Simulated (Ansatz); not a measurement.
CdS built on the rocksalt prototype, relaxed with r2SCAN in the plane-wave code Ansatz. It is cubic, Fm-3m (No. 225); a = 5.454 Å in the conventional setting, 20.27 Å³ an atom. Cd has 6 S at 2.73 Å; S has 6 Cd at 2.73 Å.

The axes x, y and z are those of this cell:
```xyz
2
Lattice="0.0000 2.7268 2.7268 2.7268 0.0000 2.7268 2.7268 2.7268 0.0000" Properties=species:S:1:pos:R:3 pbc="T T T"
Cd    0.0000    0.0000    0.0000
S     2.7268    2.7268    2.7268
```

Unstrained: r2SCAN gives an indirect gap of 0.753 eV, from L to X; the least direct gap is 2.387 eV at Γ. With HSE06 the valence top lies at L and the conduction bottom at X, 1.243 eV higher; the smallest vertical gap, at Γ, is 2.776 eV. Meshes: r2SCAN 8×8×8, HSE06 6×6×6. Strains are changes of length per length. After each strain the atoms were relaxed again with r2SCAN within the symmetry that the strain leaves, so tilts or polar shifts that break it weren't tested; points keep the names that they have in the unstrained zone. Values at 0 K without nuclear motion; spin polarisation is off, and the phase may be a hypothetical one.

(1) One strain changed the r2SCAN stress by xx -2.99, yy -1.31, zz -1.31 GPa (compression positive) and the gap by -0.104 eV (r2SCAN), -0.113 eV (HSE06). Which kind of strain was it, and roughly how large?

(2) Apply biaxial +1.79 % in x and y, z held. How far does the gap move, against the unstrained cell?

(3) Apply epitaxial +4.52 % in the xy plane, free normal strain -3.26 %. How far does the gap move, against the unstrained cell?

Results:

(1) Uniaxial +2.56 % along x, other directions held. The pattern of the stress gives the kind; the size needs the stiffness, so it is an estimate.

(2) r2SCAN: the gap goes from 0.753 to 0.655 eV (-0.098 eV). HSE06: the gap goes from 1.243 to 1.136 eV (-0.107 eV). The r2SCAN energy rises by 7.3 meV an atom.

(3) r2SCAN: the gap goes from 0.753 to 0.422 eV (-0.331 eV). HSE06: the gap goes from 1.243 to 0.897 eV (-0.346 eV). The r2SCAN energy rises by 30.8 meV an atom.

The runs are scalar-relativistic, without spin-orbit coupling.

The meshes of the hybrids are coarse, so their gaps aren't converged to the digits shown.
